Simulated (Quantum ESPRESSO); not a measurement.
**HfC: zone-centre phonons under several settings**

```
Hf C
1.0
     0.00000    2.32500    2.32500
     2.32500    0.00000    2.32500
     2.32500    2.32500    0.00000
Hf C
1 1
Direct
  0.50000 0.50000 0.50000
  0.00000 0.00000 0.00000
```

All runs used Quantum ESPRESSO 7.5; k mesh 10 × 10 × 10; relaxed cell; no spin polarisation; cutoff 612 eV; occupations cold, width 0.2 eV.

```csv
level,potentials,volume (Å³/atom),pressure (GPa),lowest optical mode without the field (cm⁻¹)
LDA,GBRV 1.5 LDA,?,-0.1,?
PBE,GBRV 1.5 PBE,12.59,0.0,421
PBEsol,GBRV 1.5 PBEsol,12.25,-0.1,451
AM05,GBRV 1.5 PBE,12.22,-0.1,457
WC,GBRV 1.5 PBE,12.31,0.0,447
RPBE,GBRV 1.5 PBE,12.77,0.0,407
vdW-DF-cx,GBRV 1.5 PBE,12.25,-0.1,455
```

Question: What stands in the row left open?

Answer: Volume 11.99 Å³/atom; lowest optical mode without the field 464 cm⁻¹.

Caveats: the potentials were made for another functional, which shifts forces and pressure (some runs).
